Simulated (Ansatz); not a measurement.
## ZnTe: response to strain

Consider ZnTe in the zinc blende structure (space group F-43m, No. 216; a = 6.1791 Å). Axes: x, y, z lie along the cube axes.

Strains are applied to the cell and any free atomic positions relax; under biaxial strain the out-of-plane vector relaxes too.

Calculations: PBE, PAW, 420 eV (Ansatz, a first-principles code; no spin-orbit coupling).

| change | volume per atom | band gap | electron mass |
|---|---|---|---|
| base | 29.49 Å³ | 1.08 eV | 0.077 mₑ (at Γ) |
| biaxial strain +1.06 %, plane normal [001], relaxed out of plane | … | … | … |
| biaxial strain +2.56 %, plane normal [001], relaxed out of plane | 30.17 Å³ | 0.85 eV | 0.068 mₑ out of plane, 0.072 mₑ in plane (at Γ) |
| biaxial strain −2.08 %, plane normal [110], relaxed out of plane | 28.71 Å³ | 1.10 eV | – |
| biaxial strain −2.46 %, plane normal [111], relaxed out of plane | 28.46 Å³ | 1.12 eV | 0.078 mₑ out of plane, 0.089 mₑ in plane (at Γ) |
| isotropic strain −2.62 % | 27.23 Å³ | 1.45 eV | 0.094 mₑ (at Γ) |
| isotropic strain +0.78 % | 30.19 Å³ | 0.97 eV | 0.072 mₑ (at Γ) |
| isotropic strain +2.12 % | 31.41 Å³ | 0.80 eV | 0.062 mₑ (at Γ) |
| uniaxial strain ε_xx = −2.72 % | 28.69 Å³ | 1.13 eV | 0.083 mₑ (at Γ) |
| tensor shear ε_yz = +0.73 % | 29.49 Å³ | 1.03 eV | 0.077 mₑ (at Γ) |

Some entries are withheld; estimate them.


- biaxial strain +1.06 %, plane normal [001], relaxed out of plane, volume per atom: 29.78 Å³
- biaxial strain +1.06 %, plane normal [001], relaxed out of plane, band gap: 0.98 eV
- biaxial strain +1.06 %, plane normal [001], relaxed out of plane, electron mass: 0.075 mₑ (at Γ)

With Te present, leaving out spin-orbit coupling can change the band edges. Effective masses come from finite differences of ±0.01 Å⁻¹. No phonon test of stability was made.
